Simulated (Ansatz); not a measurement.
# Sn: further runs on the relaxed cell

One table from this session's results is given with a row withheld; the runs are named, their logs left out.

Method: DFT PBEsol, scalar-relativistic, plane waves, PAW, in Ansatz 0.2.0.

1 further run of the same task is left out (set aside as unsound or not needed).

## The system as given

It takes space group I4_1/amd (No. 141, tetragonal). Conventional cell: a = 5.820 Å, b = 5.820 Å, c = 3.174 Å, α = 90.00°, β = 90.00°, γ = 90.00°. Around Sn (site symmetry -4m2) lie 6 Sn at 3.02 to 3.17 Å.

Structure file:

```
CELL_PARAMETERS angstrom
-2.90990 2.90990 1.58699
2.90990 -2.90990 1.58699
2.90990 2.90990 -1.58699
ATOMIC_POSITIONS crystal
Sn 0.75000 0.25000 0.50000
Sn 0.00000 0.00000 0.00000
```

It goes back to an entry of the Materials Project.

This cell was relaxed beforehand with the same method: volume 26.88 Å³/atom, gap on the mesh none (metal).

The first run:

The input, input.yaml:

```yaml
crystal:
  lattice:
    - [-2.90990003, 2.90990003, 1.5869856476]
    - [2.90990003, -2.90990003, 1.5869856476]
    - [2.90990003, 2.90990003, -1.5869856476]
  atoms:
    - { symbol: Sn, position: [0.75, 0.25, 0.5] }
    - { symbol: Sn, position: [0.0, 0.0, 0.0] }
basis:
  ecutwfc: 420
kpoints:
  mp_grid: { grid: [14, 14, 14] }
  band_path:
    path:
      - [[0.0, 0.0, 0.0], [0.0, 0.0, 0.5], [-0.5, 0.5, 0.5], [0.0, 0.0, 0.0], [0.32435837, 0.32435837, -0.32435837]]
      - [[-0.32435837, 0.67564163, 0.32435837], [-0.5, 0.5, 0.5]]
      - [[0.0, 0.0, 0.5], [0.25, 0.25, 0.25], [0.0, 0.5, 0.0], [0.0, 0.0, 0.0]]
    npoints: 14
hamiltonian:
  xc: pbesol
scf:
  occupations: { method: gaussian, width: 0.1 }
  n_extra_bands: 6
output:
  forces: true
  stress: true
  eigenvalues: true
  populations: true
  dos: { projected: true, de: 0.02, nscf_kmesh: { grid: [21, 21, 21] } }
  bader: true
```

Started as:

```sh
$ ansatz run input.yaml --threads 1 --pin off --max-ram 2560MiB --backend cpu --events-out ev --progress --plain --runs-dir out
```

Steps of the session up to this table: Static run: bands, density of states and charges; The cell scaled to 0.97 of its volume; Volume × 1.03; Point at V/V0 = 0.94; The cell scaled to 1.06 of its volume.

One table of the session follows, with a row left open; its other results are not shown here.

It belongs to the step «Energy against volume». 

```
volume (Å³/atom)  energy above the lowest point (meV/atom)  pressure (GPa)
          25.263                                      18.9            4.04
          26.069                                         ?               ?
          26.876                                       0.0            0.00
          27.682                                       4.1           -1.54
          28.488                                      15.3           -2.83
```

**Question.** Estimate the row for volume (Å³/atom) = 26.069.

Worked estimate for «energy above the lowest point (meV/atom)». A straight line through the neighbours (25.263, 18.9) and (26.876, 0.0) gives 18.9 + (0.0 − 18.9) × (26.069 − 25.263) / (26.876 − 25.263) = 9.5; a parabola fitted to 3 rows on both sides gives 4.9.

As computed: energy above the lowest point (meV/atom): 4.4; pressure (GPa): 1.84. In «energy above the lowest point (meV/atom)» the line misses by +5.1 and the parabola by +0.5.
